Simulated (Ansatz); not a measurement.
Here is an Ansatz input file for GaN, space group Fm-3m. Write the same calculation for the Python package.

```yaml
crystal:
  lattice:
    - [0.0, 2.135235, 2.135235]
    - [2.135235, 0.0, 2.135235]
    - [2.135235, 2.135235, 0.0]
  atoms:
    - { symbol: Ga, position: [0.0, 0.0, 0.0] }
    - { symbol: "N", position: [0.5, 0.5, 0.5] }
basis:
  ecutwfc: 557.8334180428
kpoints:
  mp_grid: { grid: [8, 8, 8] }
  band_path:
    path:
      - [0.375, 0.375, 0.75]
      - [0.0, 0.0, 0.0]
      - [0.5, 0.5, 0.5]
      - [0.5, 0.25, 0.75]
      - [0.5, 0.0, 0.5]
    npoints: 8
hamiltonian:
  xc: pbesol
scf:
  n_extra_bands: 6
  occupations: { method: fixed }
```

Launched from the shell:
```console
$ ansatz run input.yaml --threads 1 --pin off --max-ram 3072MiB --backend cpu --events-out ev --progress --plain --runs-dir out
scf.n_extra_bands = 6 over 9 filled bands (N_el = 18.0): the run solves 15 bands
Engine: ansatz 0.2.0, x86_64-unknown-linux-gnu
Pseudopotentials: kind: paw
Pseudopotential: Ga, paw, valence charge 13, recommended cutoff 420 eV (normal), Ga.paw.azcp
Pseudopotential: N, paw, valence charge 5, recommended cutoff 420 eV (normal), N.paw.azcp
Functional definition: PBEsol
  exchange = pbesol_x
  correlation = pbesol_c
Crystal: 2 atoms, lattice volume = 19.470 Å³
Basis set: ecut = 557.8334180428 eV, 561 PW (Γ)
Bands: 15, of which v1, the nominal top of the filled ones, is band 9 counted from 1 (8 counted from 0)
Symmetry: 48 space group operations
Space group: Fm-3m (ITA 225), of the structure as read, at distance tolerance 2.7e-5 Å
k-points: 29 of 512
Non-local potential: Ga, projectors of the file, l = 0: 2, l = 1: 2, l = 2: 3, l = 3: 1
Non-local potential: N, projectors of the file, l = 0: 2, l = 1: 2, l = 2: 1
PAW form: soft (Blöchl's): semilocal exchange-correlation on the pseudo side does not see the compensation charge
PAW frozen core: Ga, regenerated for the run's functional, and the local potential with it (the file was generated under x = pbe(κ = 0.804, μ = 0.2195149727645171), c = pbe(β = 0.06672455060314922))
PAW frozen core: N, regenerated for the run's functional, and the local potential with it (the file was generated under x = pbe(κ = 0.804, μ = 0.2195149727645171), c = pbe(β = 0.06672455060314922))
PAW one-centre angular grid: Ga, 590 points (default); XC on 64 Gauss nodes
PAW one-centre angular grid: N, 110 points (default); XC on 64 Gauss nodes
Initial density: superposition of atomic densities (neutral atoms: chi_scale 0, normalization atom), corrected by the library's trained network
Initial wavefunctions: pseudopotential atomic-orbital guess
Functional: x = pbesol(κ = 0.804, μ = 0.12345679012345678), c = pbesol(β = 0.046)
SCF iter   1: F=—  HF=-4121.987756 eV  |F-HF|=—  |Δ(HF+E_count)|=         —  Δρ=1.23e-2  dr2=2.89e-2  ethr=1.77e-3  ⟨swp⟩=4.2  Hψ=1959  notcnv=0  defer=75
preconditioner: auto → none  [insulator: Δε(μ)=0.198 eV  Ē_g=22.132 eV  n_scr=8 (ndim 8)  ℏωp=35.7 eV  f_vac=0.000  ε∞_Penn≈3.6]
SCF iter   2: F=—  HF=-4121.980419 eV  |F-HF|=—  |Δ(HF+E_count)|=   7.34e-3  Δρ=5.22e-3  dr2=4.40e-3  ethr=1.61e-4  ⟨swp⟩=2.4  Hψ=824  notcnv=0  defer=111
SCF iter   3: F=—  HF=-4121.979115 eV  |F-HF|=—  |Δ(HF+E_count)|=   1.30e-3  Δρ=1.12e-3  dr2=1.06e-4  ethr=2.45e-5  ⟨swp⟩=2.1  Hψ=533  notcnv=0  defer=113
SCF iter   4: F=—  HF=-4121.979118 eV  |F-HF|=—  |Δ(HF+E_count)|=   2.83e-6  Δρ=4.41e-4  dr2=1.47e-5  ethr=5.87e-7  ⟨swp⟩=2.0  Hψ=619  notcnv=0  defer=67
SCF iter   5: F=—  HF=-4121.979122 eV  |F-HF|=—  |Δ(HF+E_count)|=   4.23e-6  Δρ=3.10e-5  dr2=6.85e-8  ethr=8.17e-8  ⟨swp⟩=2.4  Hψ=643  notcnv=0  defer=46
SCF iter   6: F=-4121.979122 eV  HF=-4121.979122 eV  |F-HF|=1.09e-9  |Δ(HF+E_count)|=   1.65e-8  Δρ=2.26e-6  dr2=2.82e-10  ethr=3.80e-10  ⟨swp⟩=5.5  Hψ=1703  notcnv=0
SCF 1 converged in 6 iterations: F = -4121.979122 eV  dr2 = 2.82e-10
  greatest PAW one-centre occupation: 0.997 electrons in one spin orbital (limit 2), on the Ga atom at site 0 (counted from 0), in its partial waves of l = 2
NSCF: frozen V_eff on 33 k-points
SCF converged after 6 iterations
Free energy (F): -4121.979122 eV
Harris-Foulkes:  -4121.979122 eV  (|F-HF|=1.09e-9)
Internal energy: -4121.979122 eV  (E = F + TS)
E sigma→0 (E₀):  -4121.979122 eV
Fermi energy:    12.490703 eV
--- Per-component energies (eV) ---
  E_band       = 36.284010
  E_kinetic    = 246.054694
  E_local      = -1693.262989  (includes V_loc(G=0)·N_el)
  E_nonlocal   = 478.455433
  E_hartree    = 791.082852
  E_xc         = -127.016510
  E_vxc        = -133.169279  (∫ρ·V_xc dr)
  E_paw        = -2079.746812  (= ΣΔE_a)
  E_vpaw       = -443.959875  (= ΣTr[D̂ρ^β])
  E_aug_tail   = 0.000014  (compensation charges beyond the density's cutoff)
  E_ewald      = -1738.436881
  E_core_change = 0.891077  (= ΣΔE_core)
  E_smearing   = -0.000000  (= −TS)
  E_closure    = -0.000000  (closes the sum)
  Σ components = -4121.979122   (vs F -4121.979122, Δ=0.00e0)
--- Band table (eV; the first three rows and the last of 29) ---
  k-point 0: bands = ["-4.4917", "-1.5329", "-1.5329", "-1.5329", "-1.4438", "-1.4438", "12.0232", "12.0232", "12.0232", "14.3843", "26.8287", "26.8287", "26.8287", "27.7698", "27.7698"]
  k-point 1: bands = ["-4.1966", "-1.5431", "-1.5227", "-1.5227", "-1.4574", "-1.4574", "10.3207", "12.0535", "12.0535", "15.7443", "23.8683", "25.5862", "25.5862", "27.6916", "28.1618"]
  k-point 2: bands = ["-3.3638", "-1.5716", "-1.5716", "-1.5656", "-1.4157", "-1.4157", "7.7532", "12.1465", "12.1465", "17.0596", "21.8286", "23.4475", "23.4475", "27.4784", "29.8317"]
  k-point 28: bands = ["-2.7899", "-1.5245", "-1.5245", "-1.5093", "-1.2725", "1.2692", "7.2815", "7.2815", "7.9036", "17.3519", "22.0151", "22.5454", "22.5454", "30.5266", "30.5266"]
```

Script `bands_gan.py`:
```python
import ansatz as az
import numpy as np

FILLING = "fixed"
MESH = (8, 8, 8)
FUNCTIONAL = "PBEsol"
N_EMPTY = 6

vectors = np.array([
    [0.0, 2.135235, 2.135235],
    [2.135235, 0.0, 2.135235],
    [2.135235, 2.135235, 0.0],
])
system = (
    az.Lattice.of(vectors)
    .atom("Ga", [0.0, 0.0, 0.0])
    .atom("N", [0.5, 0.5, 0.5])
)

path = [
    ("K", (0.375, 0.375, 0.75)),
    ("G", (0.0, 0.0, 0.0)),
    ("L", (0.5, 0.5, 0.5)),
    ("W", (0.5, 0.25, 0.75)),
    ("X", (0.5, 0.0, 0.5)),
]
base = (
    system.calculation()
    .occupations(FILLING)
    .kpoints(mesh=MESH)
    .basis(41 * az.Ry)
    .functional(FUNCTIONAL)
    .band_structure([point for _, point in path], intervals=8)
    .scf(extra_bands=N_EMPTY)
)
def show(event):
    row = event["data"]
    if event["event"] == "scf_iter" and row.get("harris_foulkes_ev") is not None:
        print(f"  iteration {row['iter']:3d}  Harris-Foulkes {row['harris_foulkes_ev']:.5f} eV  residual {row['dr2_ev']:.2e}")


outcome = base.session().plan().execute(on_event=show)
summary = outcome.report

print(f"free energy      {summary['free_energy_ev']:.5f} eV")
print(f"per atom         {summary['free_energy_ev'] / len(outcome.lattice.sites):.5f} eV")
print(f"SCF iterations   {summary['n_iterations']}  (converged: {summary['converged']})")

bands = outcome.band_structure()
fermi = bands.fermi_energy_ev
print(f"zero of the bands: {fermi:.3f} eV, the Fermi level found on the SCF mesh")
for spin, channel in enumerate(bands.channels):
    print("channel", spin, "- computed levels within 8 eV of the Fermi level")
    for i, (label, _) in enumerate(path):
        levels = channel.eigenvalues_ev[i * 8] - fermi
        print(f"  {label:3s}", " ".join(f"{e:7.3f}" for e in levels if abs(e) < 8))
```

Running `python bands_gan.py` prints:
```text
  iteration   1  Harris-Foulkes -4121.98776 eV  residual 2.89e-02
  iteration   2  Harris-Foulkes -4121.98042 eV  residual 4.40e-03
  iteration   3  Harris-Foulkes -4121.97911 eV  residual 1.06e-04
  iteration   4  Harris-Foulkes -4121.97912 eV  residual 1.47e-05
  iteration   5  Harris-Foulkes -4121.97912 eV  residual 6.84e-08
  iteration   6  Harris-Foulkes -4121.97912 eV  residual 2.83e-10
free energy      -4121.97912 eV
per atom         -2060.98956 eV
SCF iterations   6  (converged: True)
zero of the bands: 12.491 eV, the Fermi level found on the SCF mesh
channel 0 - computed levels within 8 eV of the Fermi level
  K    -5.998  -5.655  -2.050   2.944
  G    -0.468  -0.468  -0.468   1.894
  L    -0.155  -0.155   4.482
  W    -5.209  -5.209  -4.587   4.861
  X    -6.942  -2.944  -2.944   0.349   7.641
```

Reading the output:
- Absolute energies stand on the zero of these potentials, so only differences at equal settings mean something.
- Under fixed occupations the level called the Fermi level is the highest filled one on the SCF mesh; off the mesh a filled band can lie a little above it.
- This is a high-temperature or high-pressure form, not the ambient phase.
- This cell is a computed structure, which may not be the phase found in nature.
- Gaps and levels are Kohn-Sham values on a finite set of k-points, without spin-orbit coupling.
- Processor time in the engine: 1.1 s on 1 thread of Intel(R) Xeon(R) Processor @ 2.30GHz, with other jobs on the host, peak memory 0.45 GiB.

(Lines on the test bed's own set-up are left out of the output.)
